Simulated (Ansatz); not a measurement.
Runs of Ansatz 0.2.0 on TiSe. The structure is cubic, space group Pm-3m (No. 221). Conventional cell: a = 3.403 Å, b = 3.403 Å, c = 3.403 Å, α = 90.00°, β = 90.00°, γ = 90.00°. Ti (site symmetry m-3m) has 8 Se at 2.95 Å as nearest neighbours. Around Se (site symmetry m-3m) lie 8 Ti at 2.95 Å. The cell comes from a database or a generator and needn't be the stable form of this composition.

```tsv
task	level	cutoff (eV)	points for each segment of the path	gap on the mesh (eV)	pressure (GPa)
band structure	LDA	420	14	none	(b)
single point	PBE0	420	-	none	-17.0
single point	r2SCAN0	500	-	none	-17.3
band structure	HSE06	420	4	none	(a)
band structure	r2SCAN	500	14	none	-15.2
```

Alike in all rows: potentials or basis Ansatz PAW; no spin polarisation; cell as given; k mesh 5 × 5 × 5; smearing fermi-dirac 0.05 eV; the mesh is coarse, so values aren't converged.

**Question.** Estimate the missing entries.

**Answer.** (a) -16.8; (b) -20.6.

Caveats: all runs use coarse meshes; the PAW data sets come from PBE, with cores solved anew for the run's functional, which leaves a small shift of forces and pressure; the thresholds are loose for stress (some runs).

A k mesh can miss the band edges, and the runs leave out spin-orbit coupling on Se.

A gap of «none» marks a metal or a gap under the smearing width.

Runs at the PBE level aren't shown here.
